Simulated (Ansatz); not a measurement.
Crystal: Al.

```
Al
1.0
     4.49160    0.00000    0.00000
    -2.24580    3.88984    0.00000
     0.00000    0.00000    2.72260
Al
2
Direct
  0.33333 0.66667 0.00000
  0.66667 0.33333 0.00000
```

The cell was built by a generator and needn't be a form met in nature.

```yaml
Program: Ansatz 0.2.0
Task: relaxation of cell and atoms
Functional: HSE06
Potentials_or_basis: Ansatz PAW
Cutoff: "420 eV (not typed: the program's choice for these potentials)"
k_mesh: 4 × 4 × 5
Occupations: fermi-dirac, width 0.05 eV
Spin: no spin polarisation
```

At the start: volume 23.78 Å³/atom.

Question: Where does the relaxation end?

Answer: It ends after 5 steps and the volume is 24.73 Å³/atom (+4.0 %); space group P6/mmm (No. 191, to 0.05 Å).

The path:
```tsv
step	energy change (eV)	largest force (eV/Å)	volume (Å³)
1	0.0000	0.0000	47.57
2	-0.0322	0.0000	49.42
3	-0.0339	0.0000	49.55
4	-0.0345	0.0000	49.46
5	-0.0352	0.0000	49.46
```

Final structure:
```
Al
1.0
     4.48445    0.00000    0.00000
    -2.24222    3.88365    0.00000
     0.00000    0.00000    2.83979
Al
2
Direct
  0.33333 0.66667 0.00000
  0.66667 0.33333 0.00000
```

Caveat: the k mesh is coarse (spacing up to 0.46 Å⁻¹), so the values aren't converged, least of all with exact exchange; the plane-wave basis is chosen anew once the cell has moved, so the energies of steps on either side of that aren't comparable; the PAW data sets come from PBE, with cores solved anew for the run's functional, which leaves a small shift of forces and pressure.
